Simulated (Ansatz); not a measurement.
Strain and the gap of KF (wurtzite)

KF in the wurtzite structure (it has left that coordination), relaxed with r2SCAN in the PAW code Ansatz. Space group P6_3/mmc (No. 194), hexagonal; a = 4.485 Å, c = 5.271 Å in the conventional setting, 22.96 Å³ an atom. K is surrounded by 5 F at 2.59–2.64 Å; F is surrounded by 5 K at 2.59–2.64 Å. The cell started from the wurtzite prototype, but the relaxation took it to the higher symmetry P6_3/mmc (No. 194), so the name no longer describes it.

The axes x, y and z are those of this cell:
```yaml
crystal:
  lattice:
    - [4.48500, 0.00000, 0.00000]
    - [-2.24250, 3.88413, 0.00000]
    - [0.00000, 0.00000, 5.27130]
  atoms:
    - { symbol: K, position: [0.33333, 0.66667, 0.93750] }
    - { symbol: K, position: [0.66667, 0.33333, 0.43750] }
    - { symbol: F, position: [0.33333, 0.66667, 0.43750] }
    - { symbol: F, position: [0.66667, 0.33333, 0.93750] }
```

Unstrained: The PBE gap is direct at Γ: 5.382 eV. With r2SCAN the gap is 5.961 eV and direct, at Γ. The HSE06 gap is direct at Γ: 7.273 eV. Meshes: PBE 6×6×6, r2SCAN 6×6×6, HSE06 6×6×4. Strains are changes of length per length, and xy shears are angles. After each strain the atoms were relaxed again with r2SCAN in this cell and within any symmetry left, so distortions that break it or need a larger cell weren't tested; points keep the names that they have in the unstrained zone. No spin polarisation and no zero-point or thermal motion; the cell was built from a prototype and may be hypothetical.

Changes of the least gap in eV (an overlap counts as a negative gap):
```json
{"strain": "epitaxial -3.0 % in the xy plane, free normal strain +1.16 %", "volume change (%)": "-4.8", "space group": "P6_3/mmc", "PBE": "+0.204", "r2SCAN": "+0.181", "HSE06": "+0.212", "energy rise, r2SCAN (meV/atom)": "9.0"}
{"strain": "epitaxial -1.0 % in the xy plane, free normal strain +0.47 %", "volume change (%)": "-1.5", "space group": "P6_3/mmc", "PBE": "+0.068", "r2SCAN": "+0.063", "HSE06": "+0.072", "energy rise, r2SCAN (meV/atom)": "0.9"}
{"strain": "xy shear, engineering strain (angle) +4.0 %", "volume change (%)": "0.0", "space group": "P2_1/m", "PBE": "-0.001", "r2SCAN": "-0.001", "HSE06": "-0.001", "energy rise, r2SCAN (meV/atom)": "0.2"}
{"strain": "uniaxial +4.0 % along x", "volume change (%)": "+4.0", "space group": "Cmcm", "PBE": "-0.146", "r2SCAN": "-0.132", "HSE06": "-0.156", "energy rise, r2SCAN (meV/atom)": "3.7"}
```

Epitaxial -3.0 % in the xy plane, free normal strain +1.16 %. HSE06: the gap goes from 7.273 to 7.485 eV (+0.212 eV); it turns from direct (Γ) to indirect (K → Γ); least and direct gap lie within 0.04 eV, so its kind isn't settled. Stress change with r2SCAN, compression positive: xx +2.26, yy +2.26, zz -0.04 GPa.

Epitaxial -1.0 % in the xy plane, free normal strain +0.47 %. HSE06: the gap goes from 7.273 to 7.345 eV (+0.072 eV). Stress change with r2SCAN, compression positive: xx +0.64, yy +0.64, zz -0.08 GPa.

Xy shear, engineering strain (angle) +4.0 %. HSE06: the gap goes from 7.273 to 7.272 eV (-0.001 eV). Stress change with r2SCAN, compression positive: xx -0.03, yy -0.01, zz -0.01, xy -0.08 GPa.

Uniaxial +4.0 % along x, other directions held. HSE06: the gap goes from 7.273 to 7.117 eV (-0.156 eV). Stress change with r2SCAN, compression positive: xx -1.26, yy -1.01, zz -0.47 GPa.

The meshes of the hybrids are coarse, so their gaps aren't converged to the digits shown.
